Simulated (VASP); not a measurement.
A run of VASP 6.6.1:

Contents of INCAR:

```
PREC = Accurate ; ENCUT = 520
EDIFF = 1E-6 ; ISMEAR = 0
SIGMA = 0.01 ; LREAL = False
LASPH = True ; NELM = 100
ALGO = Normal ; ISIF = 2
LWAVE = False ; LCHARG = False
GGA = PS ; NBANDS = 18
```

Contents of KPOINTS:

```
regular mesh
0
Gamma
  4 4 2
```

POSCAR

```
LiCl
1.0
    3.9248822100      0.0000000000      0.0000000000
   -1.9624411000      3.3990477000      0.0000000000
    0.0000000000      0.0000000000      6.3571610000
Li Cl
2 2
Direct
    0.6666666686      0.3333333304      0.8760170004
    0.3333333289      0.6666666696      0.3760170004
    0.6666666686      0.3333333304      0.4989839993
    0.3333333289      0.6666666696      0.9989839993
```

Potentials or basis: VASP PAW PBE potentials, release 64 (Li_sv, Cl).

The run is started by

```sh
$ cat potpaw_PBE.64/Li_sv/POTCAR potpaw_PBE.64/Cl/POTCAR > POTCAR
$ mpirun -np 1 vasp_std > vasp.out
```

Hardware: 1 thread of Intel(R) Xeon(R) Platinum 8259CL CPU @ 2.50GHz (Skylake/Cascade Lake), with other jobs on the host.

**Question.** Estimate the wall time of this run.

**Answer.** Wall time 12 s on 1 thread of Intel(R) Xeon(R) Platinum 8259CL CPU @ 2.50GHz (Skylake/Cascade Lake), with other jobs on the host, peak memory 0.19 GiB. Counts: scf iterations 13, k points 8.
